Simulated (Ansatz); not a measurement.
Wanted: an ASE script for an Ansatz 0.2.0 run.

| Item | Value |
| --- | --- |
| Task | atomic charges |
| Functional | PBE |
| Dispersion | D3(BJ) |
| Potentials or basis | SSSP efficiency PAW |
| Cutoff | 544 eV |
| Density cutoff | 5442 eV |
| k mesh | 8 × 8 × 8 |
| Occupations | fermi-dirac, width 0.01 eV |
| Spin | non-collinear spin, ferromagnetic start |
| Starting moments | [[1.0, 0.0, 0.0]] μB |
| Driver | chain |

The structure of Yb lies in Yb.cif:

```cif
data_Yb
_cell_length_a 3.87932922
_cell_length_b 3.87932922
_cell_length_c 3.87932922
_cell_angle_alpha 60.00000000
_cell_angle_beta 60.00000000
_cell_angle_gamma 60.00000000
_space_group_name_H-M_alt 'P1'
_space_group_name_Hall 'P 1'
_space_group_IT_number 1
loop_
_space_group_symop_operation_xyz
'x,y,z'
loop_
_atom_site_label
_atom_site_type_symbol
_atom_site_symmetry_multiplicity
_atom_site_Wyckoff_symbol
_atom_site_fract_x
_atom_site_fract_y
_atom_site_fract_z
_atom_site_occupancy
Yb1 Yb 1 a 0.0000000000 0.0000000000 0.0000000000 1
```

These files were run (other wordings do the same):

run.py

```python
import json

import ase.io
import numpy as np

import ansatz as az

atoms = ase.io.read("Yb.cif")
atoms.info.pop("occupancy", None)
atoms.set_initial_magnetic_moments([[1.0, 0.0, 0.0]])

calculation = (
    az.Crystal.from_ase(atoms)
    .calculation()
    .kpoints(8, 8, 8)
    .functional("pbe", dispersion="d3bj")
    .pseudopotentials(kind="paw", accuracy="standard")
    .spin("noncollinear", soc=False)
    .occupations(method="fermi_dirac", width=0.01)
    .populations(orbitals="intrinsic")
    .bader_charges()
    .forces()
    .stress()
    .band_table(publish=True)
)
outcome = calculation.run(threads=2, events_out="events.jsonl")

report = outcome.report
for line in open("events.jsonl"):
    event = json.loads(line)
    if event["event"] == "scf_iter":
        d = event["data"]
        print(f"SCF {d['iter']:3d}  HF = {d['harris_foulkes_ev']:.6f} eV  dr2 = {d['dr2_ev']:.2e} eV")
    elif event["event"] in ("relax_step", "md_step"):
        d = event["data"]
        print(f"{event['event']} {d['step']:3d}  E = {d['lagrangian_ev']:.6f} eV")
np.set_printoptions(precision=5, suppress=True, linewidth=110)
print("converged:", report["converged"], "after", report["n_iterations"], "iterations")
print(f"free energy {report['free_energy_ev']:.6f} eV, Fermi level {report['fermi_energy_ev']:.4f} eV")
for key in ("band_edges_ev", "magnetization_mub", "site_moments_mub", "site_moments_nc_mub", "forces_ev_ang",
                "stress_gpa"):
    if report.get(key) is not None:
        print(key, np.array(report[key]), sep="\n")
```

Potentials or basis: SSSP efficiency PAW.

The run is started by

```bash
$ python run.py
```

Results of the run:

The pressure is -3.9 GPa and the band gap on the k mesh is none (metal or under the smearing width). The net moment is 0.00 μB per cell and the absolute moment is 0.00 μB per cell.

Caveat: spin-orbit coupling is left out, which moves the levels of the heavy elements; pairwise dispersion overbinds metals, which lowers pressure and volume; the starting moments weren't kept.

Run time: 17 s on 2 threads of Arm Neoverse V1, with other jobs on the host, peak memory 0.67 GiB.
